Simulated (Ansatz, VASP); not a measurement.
AlN in VASP and in Ansatz

The input INCAR:

```
PREC = Accurate
ENCUT = 520
EDIFF = 1E-6
ISMEAR = -1
SIGMA = 0.02
LREAL = False
LASPH = True
NELM = 80
ALGO = Normal
ISIF = 2
LWAVE = False
LCHARG = False
GGA = PE
NBANDS = 11
```

The input KPOINTS:

```
Automatic mesh
0
Gamma
  10 10 10
```

The input POSCAR:

```
AlN
1.0
    0.0000000000      1.9583023986      2.0704327721
    1.9583023986      0.0000000000      2.0704327721
    1.9583023986      1.9583023986      0.0000000000
Al N
1 1
Direct
    0.0000000000      0.0000000000      0.0000000000
    0.5000000000      0.5000000000      0.5000000000
```

Input for Ansatz:

```yaml
crystal:
  lattice:
    - [0.0, 1.9583023986, 2.0704327721]
    - [1.9583023986, 0.0, 2.0704327721]
    - [1.9583023986, 1.9583023986, 0.0]
  atoms:
    - { symbol: Al, position: [0.0, 0.0, 0.0] }
    - { symbol: "N", position: [0.5, 0.5, 0.5] }
kpoints:
  mp_grid: { grid: [10, 10, 10] }
  band_path:
    path:
      - [0.0, 0.0, 0.0]
      - [0.5, 0.0, 0.5]
      - [0.625, 0.25, 0.625]
      - [0.375, 0.375, 0.75]
      - [0.5, 0.5, 0.5]
      - [0.5, 0.25, 0.75]
      - [0.0, 0.5, 0.5]
    npoints: 1
hamiltonian:
  xc: pbe
scf:
  occupations: { method: fermi_dirac, width: 0.02 }
  n_extra_bands: 4
output:
  forces: true
  stress: true
  eigenvalues: true
  write_density: true
  write_potential: true
  elf: true
  volumetric_format: npy
```

Change from the starting cell: epitaxial_xy strain -3.0%.

Alike in both runs: task single point; functional PBE; k mesh 10 × 10 × 10; occupations fermi-dirac, width 0.02 eV; no spin polarisation.

|  | VASP | Ansatz |
| --- | --- | --- |
| version | VASP 6.6.1 | Ansatz 0.2.0 |
| potentials or method | VASP PAW PBE potentials, release 64 (Al, N) | plane waves, PAW |
| plane-wave cutoff (eV) | 520 | 420 |
| valence electrons in the cell | 8 | 8 |

|  | VASP | Ansatz | Ansatz less VASP |
| --- | --- | --- | --- |
| gap on the k mesh at the Fermi level (eV) | 4.62 | 4.65 | +0.026 |
| pressure (GPa) | 18.3 | 18.7 | +0.32 |
| largest component of the traceless stress (GPa) | 12.60 | 12.63 | +0.031 |

Caveats: so large a pressure means that the cell lies far from this level's equilibrium, or that cutoff or potentials fall short (VASP). A k mesh can miss the band edges.
